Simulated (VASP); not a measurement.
# Cr: single point with PBE+D3(BJ)

Crystal: Cr.

```
Cr
1.0
     1.14705   -2.46703    0.00000
     1.14705    2.46703    0.00000
     0.00000    0.00000    4.06431
Cr
2
Direct
  0.12947 0.87053 0.75000
  0.87053 0.12947 0.25000
```

This isn't the form of Cr at room conditions, which is bcc.

| Property | Result |
| --- | --- |
| Program | VASP 6.6.1 |
| Task | single point |
| Functional | PBE |
| Dispersion | D3(BJ) |
| Potentials or basis | VASP PAW PBE potentials, release 64 (Cr_pv) |
| Cutoff | 520 eV |
| k mesh | 8 × 8 × 4 |
| Occupations | gaussian, width 0.1 eV |
| Spin | collinear spin, typed start |
| Starting moments | [3.0, 3.0] μB |

```
Pressure                                              : 0.5 GPa
Largest force                                         : 0.099 eV/Å
Band gap on the k mesh                                : none (metal or under the smearing width)
Net moment                                            : 0.00 μB per cell
Valence electrons inside the program's atomic spheres : Cr 11.11
Dispersion energy per atom                            : -0.497 eV
```

Forces in eV/Å, atoms in the order of the input:
```
Cr   0.000 -0.099  0.000
Cr   0.000  0.099  0.000
```

Stress tensor (GPa, compression positive):
```
 1.93  0.00  0.00
 0.00 -5.16  0.00
 0.00  0.00  4.62
```

Levels at points of the mesh, in eV from the Fermi level:
Spin up:
| k point | band 8 | band 9 | band 10 | band 11 | band 12 | band 13 | band 14 | band 15 | band 16 | band 17 |
| --- | --- | --- | --- | --- | --- | --- | --- | --- | --- | --- |
| (0.00, 0.00, 0.00) | -4.34 | -2.20 | -1.97 | -0.88 | 0.17 | 0.99 | 1.01 | 1.02 | 1.69 | 1.84 |
| (0.50, 0.00, 0.00) | -3.82 | -3.77 | -1.35 | -0.30 | 0.03 | 0.25 | 1.84 | 2.04 | 2.23 | 4.36 |
| (0.50, 0.50, 0.00) | -3.49 | -2.62 | -2.43 | -1.96 | -1.44 | 0.53 | 2.04 | 2.54 | 2.72 | 3.84 |
| (0.00, 0.00, 0.50) | -5.54 | -1.98 | -1.98 | -1.18 | -1.18 | 0.54 | 0.54 | 0.76 | 0.76 | 2.31 |
| (0.50, 0.00, 0.50) | -4.16 | -2.38 | -2.38 | 0.08 | 0.08 | 1.33 | 1.33 | 2.36 | 2.36 | 4.81 |
| (0.50, 0.50, 0.50) | -4.35 | -2.74 | -2.74 | 0.31 | 0.31 | 1.52 | 1.52 | 2.29 | 2.29 | 2.43 |
Spin down:
```csv
k point,band 8,band 9,band 10,band 11,band 12,band 13,band 14,band 15,band 16,band 17
"(0.00, 0.00, 0.00)",-4.34,-2.20,-1.97,-0.88,0.17,0.99,1.01,1.02,1.69,1.84
"(0.50, 0.00, 0.00)",-3.82,-3.77,-1.35,-0.29,0.03,0.25,1.84,2.04,2.23,4.36
"(0.50, 0.50, 0.00)",-3.49,-2.62,-2.43,-1.96,-1.44,0.53,2.04,2.54,2.72,3.84
"(0.00, 0.00, 0.50)",-5.54,-1.98,-1.98,-1.18,-1.18,0.54,0.54,0.76,0.76,2.31
"(0.50, 0.00, 0.50)",-4.16,-2.38,-2.38,0.08,0.08,1.33,1.33,2.36,2.36,4.81
"(0.50, 0.50, 0.50)",-4.35,-2.74,-2.74,0.31,0.31,1.52,1.52,2.29,2.29,2.43
```

Wall time 70 s on 1 thread of Intel(R) Xeon(R) Platinum 8259CL CPU @ 2.50GHz (Skylake/Cascade Lake) (shared host), peak memory 0.18 GiB.

Caveat: the k mesh is coarse (spacing up to 0.39 Å⁻¹), so the values aren't converged; the starting moments collapsed, and a magnetic state may lie lower; pairwise dispersion overbinds metals, which lowers pressure and volume.
